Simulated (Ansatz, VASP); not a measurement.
# One calculation of AlGaN2, two programs

File INCAR:

```
SYSTEM = AlGaN2
ALGO     = Normal         ! electronic algorithm
EDIFF    = 1E-6           ! SCF threshold, eV
ENCUT    = 520            ! plane-wave cutoff, eV
ISIF     = 2              ! what is computed and relaxed
ISMEAR   = 0              ! smearing method
LASPH    = .True.         ! aspherical terms in the spheres
LCHARG   = .True.         ! write CHGCAR
LELF     = .True.         ! ELF
LREAL    = .False.        ! projectors in reciprocal space
LVHAR    = .True.       
LWAVE    = .False.        ! write WAVECAR
NBANDS   = 21             ! bands
NELM     = 100            ! most SCF steps
PREC     = Accurate       ! precision mode
SIGMA    = 0.05           ! smearing width, eV
```

KPOINTS

```
k-points
0
Gamma
  8 8 6
  0 0 0
```

The input POSCAR:

```
AlGaN2
1.0
    3.1931686309      0.0000000000      0.0000000000
    0.0000000000      3.1931686309      0.0000000000
    0.0000000000      0.0000000000      4.4939384225
Al Ga N
1 1 2
Direct
    0.5000000000      0.5000000000      0.5000000000
    0.0000000000      0.0000000000      0.0000000000
    0.5000000000      0.0000000000      0.7400513246
    0.0000000000      0.5000000000      0.2599486754
```

Input for Ansatz:

```yaml
crystal:
  lattice:
    - [3.1931686309, 0.0, 0.0]
    - [0.0, 3.1931686309, 0.0]
    - [0.0, 0.0, 4.4939384225]
  atoms:
    - { symbol: Al, position: [0.5, 0.5, 0.5] }
    - { symbol: Ga, position: [0.0, 0.0, 0.0] }
    - { symbol: "N", position: [0.5, 0.0, 0.7400513246] }
    - { symbol: "N", position: [0.0, 0.5, 0.2599486754] }
basis:
  ecutwfc: 420
kpoints:
  mp_grid: { grid: [8, 8, 6] }
hamiltonian:
  xc: lda
scf:
  occupations: { method: gaussian, width: 0.05 }
output:
  forces: true
  stress: true
  eigenvalues: true
```

Change from the starting cell: strain +0.025 along x and y, +0.025 along z, atoms carried along.

Alike in both runs: task single point; functional LDA; k mesh 8 × 8 × 6; occupations gaussian, width 0.05 eV; no spin polarisation.

```csv
,VASP,Ansatz
version,VASP 6.6.1,Ansatz 0.2.0
potentials or method,"VASP PAW LDA potentials, release 64 (Al, Ga_d, N)","scalar-relativistic, plane waves, PAW"
plane-wave cutoff (eV),520,420
valence electrons in the cell,26,26
```

VASP gave:

* gap on the k mesh at the Fermi level (eV): 2.52
* least direct gap on the mesh (eV): 2.52
* pressure (GPa): -12.5
* largest component of the traceless stress (GPa): 0.12
* rms of the force components (eV/Å): 0.007

Problem. Estimate Ansatz's values.

Solution. gap on the k mesh at the Fermi level (eV): 2.51; least direct gap on the mesh (eV): 2.51; pressure (GPa): -13.1; largest component of the traceless stress (GPa): 0.11; rms of the force components (eV/Å): 0.004.

Atom by atom the forces differ by 0.011 eV/Å (rms over components).
